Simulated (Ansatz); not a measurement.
Set up this calculation in Ansatz 0.2.0, as the native input.

```yaml
Task: band structure
Functional: HSE06
Potentials_or_basis: Ansatz PAW
Cutoff: "420 eV (not typed: the program's choice for these potentials)"
k_mesh: 6 × 6 × 4
Occupations: fermi-dirac, width 0.05 eV
Spin: no spin polarisation
Path: "[[\"G\", \"M\", \"K\", \"G\", \"A\", \"L\", \"H\", \"A\"], [\"L\", \"M\"], [\"K\", \"H\"]]"
Points_for_each_segment_of_the_path: 4
```

TiSe:

```
Se Ti
1.0
     3.55900    0.00000    0.00000
    -1.77950    3.08218    0.00000
     0.00000    0.00000    6.22000
Se Ti
2 2
Cartesian
  1.7795 1.0274 4.6650
  0.0000 2.0548 1.5550
  0.0000 0.0000 3.1100
  0.0000 0.0000 0.0000
```

One way to write it, as run:

input

```
crystal:
  lattice:
    - [3.559, 0.0, 0.0]
    - [-1.7795, 3.0821844121, 0.0]
    - [0.0, 0.0, 6.22]
  atoms:
    - { symbol: Se, position: [0.6666666667, 0.3333333333, 0.75] }
    - { symbol: Se, position: [0.3333333333, 0.6666666667, 0.25] }
    - { symbol: Ti, position: [0.0, 0.0, 0.5] }
    - { symbol: Ti, position: [0.0, 0.0, 0.0] }
hamiltonian:
  xc: hse06
  pseudopotentials: { kind: paw }
kpoints:
  mp_grid: { grid: [6, 6, 4] }
  band_path:
    path:
      - [[0.0, 0.0, 0.0], [0.5, 0.0, 0.0], [0.3333333333, 0.3333333333, 0.0], [0.0, 0.0, 0.0], [0.0, 0.0, 0.5], [0.5, 0.0, 0.5], [0.3333333333, 0.3333333333, 0.5], [0.0, 0.0, 0.5]]
      - [[0.5, 0.0, 0.5], [0.5, 0.0, 0.0]]
      - [[0.3333333333, 0.3333333333, 0.0], [0.3333333333, 0.3333333333, 0.5]]
    npoints: 4
scf:
  occupations: { method: fermi_dirac, width: 0.05 }
  n_extra_bands: 10
output:
  forces: true
  stress: true
  eigenvalues: true
  fatbands: false
```

It gave:

```
Pressure               : 0.6 GPa
Band gap on the k mesh : none (metal or under the smearing width)
```

Caveat: the PAW data sets come from PBE, with cores solved anew for the run's functional, which leaves a small shift of forces and pressure; the thresholds are loose for stress.

Run time: 2 min on 1 × NVIDIA H100 80GB HBM3 with 2 threads of AMD EPYC 7R13 Processor (Zen 3) (shared host), peak memory 3 GiB.
